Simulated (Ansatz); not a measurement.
Write the native input for Ansatz 0.2.0 that does the following.

| Quantity | Value |
| --- | --- |
| Task | elastic constants |
| Functional | PBE |
| Dispersion | D3(BJ) |
| Potentials or basis | all-electron LAPW, inner shells corrected to Dirac's equation |
| Cutoff | 529 eV (chosen from the basis error) |
| Basis error allowed | 0.0005 eV/atom |
| k mesh | 10 × 10 × 10 |
| Occupations | gaussian, width 0.025 eV |
| Spin | collinear spin, ferromagnetic start |
| Starting moments | [0.6] μB |
| Sphere radius (all atoms) | 1.022 Å |

Cu:

```
Cu
1.0
     0.00000    1.80750    1.80750
     1.80750    0.00000    1.80750
     1.80750    1.80750    0.00000
Cu
1
Direct
  0.00000 0.00000 0.00000
```

The input as run:

input.yaml

```yaml
crystal:
  lattice:
    - [0.0, 1.8075, 1.8075]
    - [1.8075, 0.0, 1.8075]
    - [1.8075, 1.8075, 0.0]
  atoms:
    - { symbol: Cu, position: [0.0, 0.0, 0.0], spin: 0.6 }
kpoints:
  mp_grid: { grid: [10, 10, 10] }
scf:
  occupations: { method: gaussian, width: 0.025 }
hamiltonian:
  xc: pbe
  dispersion: d3bj
  pseudopotentials:
    kind: all_electron
    lapw: { basis_error: 0.0005, muffin_tin_radii: { Cu: 1.022 } }
    dirac_shells: { Cu: ["2p"] }
magnetization:
  spin_polarized: true
output:
  forces: true
  stress: true
elastic:
  mode: clamped_ion
  stencil: two_point
```

Potentials or basis: all-electron LAPW, inner shells corrected to Dirac's equation.

Command:

```sh
$ ansatz run input.yaml --threads 1 --pin off --max-ram 2560MiB --backend cpu --events-out ev --progress --plain --runs-dir out
```

It gave:

```
Pressure                        : -6.1 GPa
Band gap on the k mesh          : none (metal or under the smearing width)
Net moment                      : 0.00 μB per cell
Absolute moment                 : 0.00 μB per cell
Elastic constants C11, C12, C44 : 195, 104, 9 GPa
Voigt bulk modulus              : 134 GPa
```

Caveat: the cell is more than 3 GPa from zero pressure, which shifts response properties; the program listed the state as in doubt; the k mesh is thin for a metal, which can move the energy by tens of meV per atom; elastic constants of metals need much finer meshes, so these are rough; pairwise dispersion overbinds metals, which lowers pressure and volume.

Run time: 68 s on 1 thread of Intel(R) Xeon(R) Platinum 8375C CPU @ 2.90GHz (Ice Lake), with other jobs on the host, peak memory 0.52 GiB.
